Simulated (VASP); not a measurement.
## A VASP 6.6.1 single-point calculation on HfO₂

INCAR

```
NSW = 0
LCHARG = .FALSE.
IBRION = -1
ISIF = 2
NBANDS = 18
SIGMA = 0.02
LWAVE = .FALSE.
METAGGA = MBJ
PREC = Accurate
NELM = 120
LREAL = .FALSE.
LASPH = .TRUE.
ENCUT = 520
EDIFF = 1E-7
ISMEAR = -1
```

KPOINTS

```
KPOINTS created by Atomic Simulation Environment
0
Gamma
8 8 8
0 0 0
```

POSCAR

```
Hf O
 1.0000000000000000
     0.0000000000000000    2.4533068497000001    2.4533068497000001
     2.4533068497000001    0.0000000000000000    2.4533068497000001
     2.4533068497000001    2.4533068497000001    0.0000000000000000
 Hf  O
   1   2
Cartesian
  0.0000000000000000  0.0000000000000000  0.0000000000000000
  1.2266534248500001  1.2266534248500001  1.2266534248500001
  3.6799602745500000  3.6799602745500000  3.6799602745500000
```

The recommended PBE PAW datasets give the neutral cell 22 valence electrons.

Command

```
mpirun -np 1 vasp_std
```

Predict the outcome of this run.

It converged. Results: gap between bands v and c on the k mesh 6.03 eV; least direct gap on the k mesh 6.07 eV. Band v is the last that the valence electrons fill when counted band by band, and c is the next.

OSZICAR

```
N       E                     dE             d eps       ncg     rms          rms(c)
DAV:   1     0.896151205513E+03    0.89615E+03   -0.12531E+04  1044   0.121E+03
DAV:   2     0.770391675261E+03   -0.12576E+03   -0.12321E+03  1362   0.296E+02
DAV:   3     0.766431935095E+03   -0.39597E+01   -0.39453E+01  1200   0.464E+01
DAV:   4     0.766410367228E+03   -0.21568E-01   -0.21561E-01  1284   0.381E+00
DAV:   5     0.766410223370E+03   -0.14386E-03   -0.14384E-03  1196   0.284E-01    0.641E+01
DAV:   6     0.769709269509E+03    0.32990E+01   -0.30613E+01  1112   0.561E+01    0.441E+01
DAV:   7     0.769545886018E+03   -0.16338E+00   -0.47723E+00  1190   0.153E+01    0.223E+01
DAV:   8     0.771908284391E+03    0.23624E+01   -0.52566E+00  1106   0.158E+01    0.472E+00
DAV:   9     0.772005359102E+03    0.97075E-01   -0.31633E+00  1120   0.112E+01    0.205E+00
DAV:  10     0.772379593828E+03    0.37423E+00   -0.73291E-01  1056   0.577E+00    0.785E-01
...
DAV:  55     0.772907928163E+03   -0.56693E-05   -0.74331E-12   522   0.231E-05    0.594E-06
DAV:  56     0.772907926163E+03   -0.19999E-05   -0.43836E-12   522   0.157E-05    0.538E-06
DAV:  57     0.772907924269E+03   -0.18941E-05   -0.59565E-13   522   0.840E-06    0.233E-06
DAV:  58     0.772907924411E+03    0.14146E-06    0.10795E-12   522   0.499E-06    0.352E-06
DAV:  59     0.772907924095E+03   -0.31614E-06   -0.73119E-13   522   0.255E-06    0.242E-06
DAV:  60     0.772907923217E+03   -0.87799E-06   -0.55192E-13   522   0.398E-06    0.135E-06
DAV:  61     0.772907922898E+03   -0.31815E-06   -0.65410E-14   522   0.240E-06    0.126E-06
DAV:  62     0.772907922357E+03   -0.54126E-06    0.20070E-12   522   0.211E-06    0.463E-07
DAV:  63     0.772907922388E+03    0.31279E-07   -0.12874E-12   522   0.139E-06
   1 F= 0.77290792E+03 E0= 0.77290792E+03  d E =-.733645E-12
```

The MBJ potential has no energy functional, so only its levels carry meaning.

For comparison, a separate PBE run of the intended cell, on usual settings and not on those above, gives a gap of 4.07 eV on its mesh and a pressure of 31.1 GPa.
